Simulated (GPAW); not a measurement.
A run of GPAW 26.7.0:

run.py

```python
from ase.dft.bandgap import bandgap
from ase.io import read, write
from ase.units import GPa
from gpaw import GPAW, PW

atoms = read('POSCAR')

calc = GPAW(mode=PW(500),
            xc='LDA',
            kpts={'size': (7, 7, 4), 'gamma': True},
            occupations={'name': 'fermi-dirac', 'width': 0.05},
            nbands=34,
            maxiter=120,
            txt='gpaw.txt')
atoms.calc = calc
energy = atoms.get_potential_energy()
forces = atoms.get_forces()
stress = atoms.get_stress()
calc.write('gs.gpw')
write('result.traj', atoms)
print(f'Energy: {energy:.6f} eV')
print('Forces (eV/A):')
print(forces.round(4))
print('Stress (GPa):', (stress / GPa).round(3))
print('Fermi level:', round(calc.get_fermi_level(), 4), 'eV')
print(f'Gap: {bandgap(calc)[0]:.4f} eV, direct: {bandgap(calc, direct=True)[0]:.4f} eV')
```

The input POSCAR:

```
TiSe
1.0
    3.5590000000      0.0000000000      0.0000000000
   -1.7795000000      3.0821844121      0.0000000000
    0.0000000000      0.0000000000      6.2200000000
Se Ti
2 2
Direct
    0.6666666667      0.3333333333      0.7500000000
    0.3333333333      0.6666666667      0.2500000000
    0.0000000000      0.0000000000      0.5000000000
    0.0000000000      0.0000000000      0.0000000000
```

Potentials or basis: the program's PAW data sets (release 1.2.1) made for this functional, pw.

Run with:

```bash
$ OMP_NUM_THREADS=1 python run.py
```

Hardware: 1 thread of Arm Neoverse V1, with other jobs on the host.

Task: How long does it take, and how much memory?

Result: Run time: 36 s on 1 thread of Arm Neoverse V1 (shared host), peak memory 0.18 GiB. Counts: scf iterations 11, plane waves 1786, bands 34, k points 28.
